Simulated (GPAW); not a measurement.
# Au (Pm-3m) in GPAW: convergence with density grid spacing (A)

Aim: find how far density grid spacing (A) must go before the results for Au settle, at PBE. This setting moves, with any that are tied to it; all else stays.

All numbers are computed with GPAW 26.7.0; they aren't measurements. Logs are shortened: lines on timing, memory, paths and dates and some standing lists are left out, and cuts for length are marked. The log counts tension as positive stress, the text compression.

**1. Starting point**

Symmetry: Pm-3m, No. 221, cubic system. Conventional cell: a = 2.748 Å, b = 2.748 Å, c = 2.748 Å, α = 90.00°, β = 90.00°, γ = 90.00°. Au (site symmetry m-3m) is surrounded by 6 Au at 2.75 Å.

The cell was built by a generator and needn't be a form met in nature.

**2. With density grid spacing (A) 0.24**

File run.py:

```python
from ase.dft.bandgap import bandgap
from ase.io import read, write
from ase.units import GPa
from gpaw import GPAW, PW

atoms = read('Au.xyz')

calc = GPAW(mode=PW(600),
            h=0.24,
            xc='PBE',
            kpts={'size': (10, 10, 10), 'gamma': True},
            occupations={'name': 'fermi-dirac', 'width': 0.05},
            nbands=14,
            convergence={'density': 1e-05, 'energy': 1e-05},
            maxiter=100,
            txt='gpaw.txt')
atoms.calc = calc
energy = atoms.get_potential_energy()
forces = atoms.get_forces()
stress = atoms.get_stress()
calc.write('gs.gpw')
write('result.traj', atoms)
print(f'Energy: {energy:.6f} eV')
print('Forces (eV/A):')
print(forces.round(4))
print('Stress (GPa):', (stress / GPa).round(3))
print('Fermi level:', round(calc.get_fermi_level(), 4), 'eV')
print(f'Gap: {bandgap(calc)[0]:.4f} eV, direct: {bandgap(calc, direct=True)[0]:.4f} eV')
```

File Au.xyz:

```xyz
1
Lattice="2.7484100000 0.0000000000 0.0000000000 0.0000000000 2.7484100000 0.0000000000 0.0000000000 0.0000000000 2.7484100000" Properties=species:S:1:pos:R:3 pbc="T T T"
Au     1.3742050000      1.3742050000      1.3742050000
```

Potentials or basis: GPAW PAW data sets (gpaw-data 1.2.1), pw.

The run is started by

```
OMP_NUM_THREADS=1 python run.py
```

gpaw.txt:

```text
__  _  _
 | _ |_)|_||  |
 |__||  | ||/\| - 26.7.0

Input parameters:
  mode=PW(ecut=600.0),
  convergence={'density': 1e-05, 'energy': 1e-05},
  h=0.24,
  kpts=MonkhorstPack(size=(10, 10, 10), gamma=True),
  maxiter=100,
  nbands=14,
  occupations=Occupations(name='fermi-dirac', width=0.05),
  xc=XC(name='PBE')

Diagonalizing LCAO Hamiltonian
Converting LCAO to pw mode
   .------.
  /|      |
 * |  Au  |
 | .------.
 |/      /
 *------*

Atoms  # Å, Bohr magnetons
|   | symbol |        x |        y |        z |    initial magnetic moments |
|---|--------|----------|----------|----------|-----------------------------|
| 0 |     Au | 1.374205 | 1.374205 | 1.374205 | ( 0.0000,  0.0000,  0.0000) |

Unit cell  # Å
| periodic |        x |        y |        z |  lengths |    angles |
|----------|----------|----------|----------|----------|-----------|
|      yes | 2.748410 | 0.000000 | 0.000000 | 2.748410 | 90.000000 |
|      yes | 0.000000 | 2.748410 | 0.000000 | 2.748410 | 90.000000 |
|      yes | 0.000000 | 0.000000 | 2.748410 | 2.748410 | 90.000000 |

Number of symmetries: 48
Symmetry operations  # r_c * U_cc + t_c -> r_c
|    | kind |            matrix            |
|----|------|------------------------------|
|  0 |  E   |  1, 0, 0,  0, 1, 0,  0, 0, 1 |
|  1 |  σ   |  1, 0, 0,  0, 1, 0,  0, 0,-1 |
|  2 |  σ   |  1, 0, 0,  0, 0, 1,  0, 1, 0 |
|  3 |  C4  |  1, 0, 0,  0, 0, 1,  0,-1, 0 |
|  4 |  C4  |  1, 0, 0,  0, 0,-1,  0, 1, 0 |
|  5 |  σ   |  1, 0, 0,  0, 0,-1,  0,-1, 0 |
|  6 |  σ   |  1, 0, 0,  0,-1, 0,  0, 0, 1 |
|  7 |  C2  |  1, 0, 0,  0,-1, 0,  0, 0,-1 |
|  8 |  σ   |  0, 1, 0,  1, 0, 0,  0, 0, 1 |
|  9 |  C2  |  0, 1, 0,  1, 0, 0,  0, 0,-1 |
| 10 |  C3  |  0, 1, 0,  0, 0, 1,  1, 0, 0 |
| 11 |  S6  |  0, 1, 0,  0, 0, 1, -1, 0, 0 |
| 12 |  S6  |  0, 1, 0,  0, 0,-1,  1, 0, 0 |
| 13 |  C3  |  0, 1, 0,  0, 0,-1, -1, 0, 0 |
| 14 |  C4  |  0, 1, 0, -1, 0, 0,  0, 0, 1 |
| 15 |  S4  |  0, 1, 0, -1, 0, 0,  0, 0,-1 |
| 16 |  C3  |  0, 0, 1,  1, 0, 0,  0, 1, 0 |
| 17 |  S6  |  0, 0, 1,  1, 0, 0,  0,-1, 0 |
| 18 |  σ   |  0, 0, 1,  0, 1, 0,  1, 0, 0 |
| 19 |  C4  |  0, 0, 1,  0, 1, 0, -1, 0, 0 |
| 20 |  C2  |  0, 0, 1,  0,-1, 0,  1, 0, 0 |
| 21 |  S4  |  0, 0, 1,  0,-1, 0, -1, 0, 0 |
| 22 |  S6  |  0, 0, 1, -1, 0, 0,  0, 1, 0 |
| 23 |  C3  |  0, 0, 1, -1, 0, 0,  0,-1, 0 |
| 24 |  S6  |  0, 0,-1,  1, 0, 0,  0, 1, 0 |
| 25 |  C3  |  0, 0,-1,  1, 0, 0,  0,-1, 0 |
| 26 |  C4  |  0, 0,-1,  0, 1, 0,  1, 0, 0 |
| 27 |  σ   |  0, 0,-1,  0, 1, 0, -1, 0, 0 |
| 28 |  S4  |  0, 0,-1,  0,-1, 0,  1, 0, 0 |
| 29 |  C2  |  0, 0,-1,  0,-1, 0, -1, 0, 0 |
| 30 |  C3  |  0, 0,-1, -1, 0, 0,  0, 1, 0 |
| 31 |  S6  |  0, 0,-1, -1, 0, 0,  0,-1, 0 |
| 32 |  C4  |  0,-1, 0,  1, 0, 0,  0, 0, 1 |
| 33 |  S4  |  0,-1, 0,  1, 0, 0,  0, 0,-1 |
| 34 |  S6  |  0,-1, 0,  0, 0, 1,  1, 0, 0 |
| 35 |  C3  |  0,-1, 0,  0, 0, 1, -1, 0, 0 |
| 36 |  C3  |  0,-1, 0,  0, 0,-1,  1, 0, 0 |
| 37 |  S6  |  0,-1, 0,  0, 0,-1, -1, 0, 0 |
| 38 |  σ   |  0,-1, 0, -1, 0, 0,  0, 0, 1 |
| 39 |  C2  |  0,-1, 0, -1, 0, 0,  0, 0,-1 |
| 40 |  σ   | -1, 0, 0,  0, 1, 0,  0, 0, 1 |
| 41 |  C2  | -1, 0, 0,  0, 1, 0,  0, 0,-1 |
| 42 |  C2  | -1, 0, 0,  0, 0, 1,  0, 1, 0 |
| 43 |  S4  | -1, 0, 0,  0, 0, 1,  0,-1, 0 |
| 44 |  S4  | -1, 0, 0,  0, 0,-1,  0, 1, 0 |
| 45 |  C2  | -1, 0, 0,  0, 0,-1,  0,-1, 0 |
| 46 |  C2  | -1, 0, 0,  0,-1, 0,  0, 0, 1 |
| 47 |  i   | -1, 0, 0,  0,-1, 0,  0, 0,-1 |

BZ-sampling:
  Number of BZ points: 1000
  Number of IBZ points: 56

  Monkhorst-Pack size: [10, 10, 10]
  Monkhorst-Pack shift: [0.05, 0.05, 0.05]

K-points  # in reciprocal-cell coordinates
|     |                                coordinates |     weight |
|-----|--------------------------------------------|------------|
|   0 | (  0.00000000,   0.00000000,   0.00000000) | 0.00100000 |
|   1 | (  0.10000000,   0.00000000,   0.00000000) | 0.00600000 |
|   2 | (  0.10000000,   0.10000000,   0.00000000) | 0.01200000 |
|   3 | (  0.10000000,   0.10000000,   0.10000000) | 0.00800000 |
|   4 | (  0.20000000,   0.00000000,   0.00000000) | 0.00600000 |
|   5 | (  0.20000000,   0.10000000,   0.00000000) | 0.02400000 |
|   6 | (  0.20000000,   0.10000000,   0.10000000) | 0.02400000 |
|   7 | (  0.20000000,   0.20000000,   0.00000000) | 0.01200000 |
|   8 | (  0.20000000,   0.20000000,   0.10000000) | 0.02400000 |
|   9 | (  0.20000000,   0.20000000,   0.20000000) | 0.00800000 |
| ... |                                            |            |
|  55 | (  0.50000000,   0.50000000,   0.50000000) | 0.00100000 |

Plane wave coefficients: 739
Cutoff: 600.0 eV

Spin-components: 1 (collinear spins)
Bands:           14
Projectors:      6
Spin-degeneracy: 2
Datatype:        complex128

Parallelization:
  kpt:    1
  domain: 1
  band:   1

Density:
  Valence electrons: 11.0
  Components: 1
  Grid points: [12 12 12]
  Charge: 0.0  # |e|

Potential:
  Grid points: [12 12 12]

species:
  Au:
    name:    Gold
    Z:       79.0
    valence: 11
    core:    68
    charge:  0.0  # [|e|]
    compensation charges:
      type: gauss
      rc: 0.42  # [Å]
      lmax: 2
    cutoffs:
      filter: 2.33  # [Å]
      core: 2.81  # [Å]
    projectors
    | kind |    occ | energy [eV] | rcut [Å] |
    |------|--------|-------------|----------|
    |   6s |  1.000 |      -5.728 |    1.323 |
    |   6p |  0.000 |      -0.775 |    1.323 |
    |   5d | 10.000 |      -6.891 |    1.323 |
    |    s |        |      21.484 |    1.323 |
    |    p |        |      26.436 |    1.323 |
    |    d |        |      20.321 |    1.323 |

    Using partial waves for Au as LCAO basis

Reference energy: -516598.271109  # eV

eigensolver:
  PPCG
  Converge bands: occupied
  niter=2

density mixing:
  MSR1-Mixer
  Pratt-step length: 0.05
  Maximum mixing coefficient: 0.75
  Old densities: 10
  SVD Regularization: 0.005
  Good broyden scale: 1.0
  Trust region scale: 1.0
  Backstep threshold: 4.0
  History deletion threshold: 6.0
  Fourier metric: weight=20.0, sigma=0.015

occupation numbers:
  Fermi-Dirac:
    width: 0.0500  # eV

poisson solver:
  ecut: 4800.0  # eV

xc functional:
  name: PBE with 2 nearest neighbor stencil

convergence criteria:
- Maximum integral of absolute [dens]ity change: 1e-05 electrons / valence electron
- Maximum [total energy] change in last 3 cyles: 1e-05 eV / valence electron
- Maximum integral of absolute [eigenst]ate change: 4e-08 eV^2 / valence electron
maximum number of iterations: 100

SCF iterations
|iter     | |      energy | eigst |  dens |
|---------|-|-------------|-------|-------|
|iter:   1| |   -3.243365 | -0.48 |       |
|iter:   2| |   -3.173034 | -2.66 | -1.08 |
|iter:   3| |   -2.945579 | -2.08 | -1.13 |
|iter:   4| |   -2.943178 | -4.16 | -2.20 |
|iter:   5| |   -2.942474 | -4.09 | -2.41 |
|iter:   6| |   -2.942468 | -6.68 | -3.63 |
|iter:   7| |   -2.942466c| -7.66c| -4.00 |
|iter:   8| |   -2.942466c| -7.59c| -4.68 |
|iter:   9| |   -2.942466c| -8.72c| -5.53c|

Converged in 9 steps
Energy contributions relative to reference atoms: (reference = -516598.271109)

Energy contributions:
  Kinetic:          -9.161184
  Coulomb:           7.137634
  Zero:              0.148500
  External:          0.000000
  Xc:               -1.065684
  Entropy:          -0.003465
  Spinorbit:         0.000000
  ----------------------------
  Free energy:      -2.944199
  Extrapolated:     -2.942466

dipole moment: (-0.000008, -0.000008, -0.000008)  # |e|*Ang

Fermi level: 6.693
Eigenvalues  # (at kpt = [0.000, 0.000, 0.000])
| band index |      eig [eV] | occ [0-2] |
|------------|---------------|-----------|
|          0 |        -1.052 |     2.000 |
|          1 |         1.088 |     2.000 |
|          2 |         1.088 |     2.000 |
|          3 |         5.224 |     2.000 |
|          4 |         5.224 |     2.000 |
|          5 |         5.224 |     2.000 |
|          6 |        20.837 |     0.000 |
|          7 |        20.837 |     0.000 |
|          8 |        20.837 |     0.000 |
|          9 |        25.392 |     0.000 |
|         10 |        27.695 |     0.000 |
|         11 |        27.695 |     0.000 |
|         12 |        35.558 |     0.000 |
|         13 |        35.558 |     0.000 |

No gap
No difference between direct/indirect transitions

Forces  # eV/Ang
|       x |       y |       z |
|---------|---------|---------|
| 0.00000 | 0.00000 | 0.00000 |  # Au   0

Stress tensor  # eV/Ang^3
|         x |         y |         z |
|-----------|-----------|-----------|
| -0.011690 |  0.000000 |  0.000000 |
|  0.000000 | -0.011690 |  0.000000 |
|  0.000000 |  0.000000 | -0.011690 |

# Writing to gs.gpw (mode='')
```

It took 4.9 s on 1 thread of Arm Neoverse V2, shared host; peak memory 0.13 GiB.

What came out:

| Quantity | Value |
| --- | --- |
| Free energy | -2.9442 eV |
| Pressure | 1.9 GPa |
| Band gap on the k mesh | none (metal or under the smearing width) |

**3. With density grid spacing (A) 0.2**

run.py, as its differences from that of step 2:

```diff
@@ -8,3 +8,3 @@
 calc = GPAW(mode=PW(600),
-            h=0.24,
+            h=0.2,
             xc='PBE',
```

Au.xyz is that of step 2.

Potentials or basis: GPAW PAW data sets (gpaw-data 1.2.1), pw.

The run is started by

```
OMP_NUM_THREADS=1 python run.py
```

It took 5.6 s on 1 thread of Arm Neoverse V2, shared host; peak memory 0.13 GiB.

Results:

| Item | Value |
| --- | --- |
| Free energy | -2.9444 eV |
| Pressure | 1.9 GPa |
| Band gap on the k mesh | none (metal or under the smearing width) |

**4. With density grid spacing (A) 0.17**

run.py, as its differences from that of step 3:

```diff
@@ -8,3 +8,3 @@
 calc = GPAW(mode=PW(600),
-            h=0.2,
+            h=0.17,
             xc='PBE',
```

Au.xyz is that of step 3.

The run is started by

```
OMP_NUM_THREADS=1 python run.py
```

Wall time 9.2 s (1 thread of Arm Neoverse V2, shared host); peak memory 0.14 GiB.

What came out:

```
Free energy            : -2.9446 eV
Pressure               : 1.9 GPa
Band gap on the k mesh : none (metal or under the smearing width)
```

**5. With density grid spacing (A) 0.15**

run.py, as its differences from that of step 4:

```diff
@@ -8,3 +8,3 @@
 calc = GPAW(mode=PW(600),
-            h=0.17,
+            h=0.15,
             xc='PBE',
```

Au.xyz is that of step 4.

The run is started by

```
OMP_NUM_THREADS=1 python run.py
```

Wall time 8 s (1 thread of Arm Neoverse V2, shared host); peak memory 0.14 GiB.

It converged, with:

```
Free energy            : -2.9447 eV
Pressure               : 1.9 GPa
Band gap on the k mesh : none (metal or under the smearing width)
```

**6. With density grid spacing (A) 0.13**

run.py, as its differences from that of step 5:

```diff
@@ -8,3 +8,3 @@
 calc = GPAW(mode=PW(600),
-            h=0.15,
+            h=0.13,
             xc='PBE',
```

Au.xyz is that of step 5.

Potentials or basis: GPAW PAW data sets (gpaw-data 1.2.1), pw.

The run is started by

```
OMP_NUM_THREADS=1 python run.py
```

It took 15 s on 1 thread of Arm Neoverse V2, shared host; peak memory 0.15 GiB.

Results (log left out):

| Quantity | Value |
| --- | --- |
| Free energy | -2.9447 eV |
| Pressure | 1.9 GPa |
| Band gap on the k mesh | none (metal or under the smearing width) |

**7. With density grid spacing (A) 0.11**

run.py, as its differences from that of step 6:

```diff
@@ -8,3 +8,3 @@
 calc = GPAW(mode=PW(600),
-            h=0.13,
+            h=0.11,
             xc='PBE',
```

Au.xyz is that of step 6.

The run is started by

```
OMP_NUM_THREADS=1 python run.py
```

Run time: 14 s. Hardware: 1 thread of Arm Neoverse V2, shared host; peak memory 0.15 GiB.

The run converged. Its results:

| Item | Value |
| --- | --- |
| Free energy | -2.9447 eV |
| Pressure | 1.9 GPa |
| Band gap on the k mesh | none (metal or under the smearing width) |

**8. With density grid spacing (A) 0.09**

run.py, as its differences from that of step 7:

```diff
@@ -8,3 +8,3 @@
 calc = GPAW(mode=PW(600),
-            h=0.11,
+            h=0.09,
             xc='PBE',
```

Au.xyz is that of step 7.

The run is started by

```
OMP_NUM_THREADS=1 python run.py
```

Wall time 23 s (1 thread of Arm Neoverse V2, shared host); peak memory 0.19 GiB.

It converged, with:

```
Free energy            : -2.9447 eV
Pressure               : 1.9 GPa
Band gap on the k mesh : none (metal or under the smearing width)
```

**9. Summary**

```csv
density grid spacing (A),"energy less the tightest run, at zero smearing (meV/atom)",SCF cycles,CPU time (s),peak memory (GiB)
0.24,0.53,9,4.9,0.13
0.2,0.30,9,5.6,0.13
0.17,0.09,9,9.2,0.14
0.15,0.06,9,8,0.14
0.13,0.02,9,15,0.15
0.11,0.02,9,14,0.15
0.09,0.00,9,23,0.19
```

Against the tightest run, the energy stays within 1 meV/atom from 0.24 on. The tightest run that finished is the yardstick and may itself not be fully converged.

Caveats: with this Au data set, volumes or pressures lay over 1.5 % or 2 GPa off other programs in two to four cells of ten.
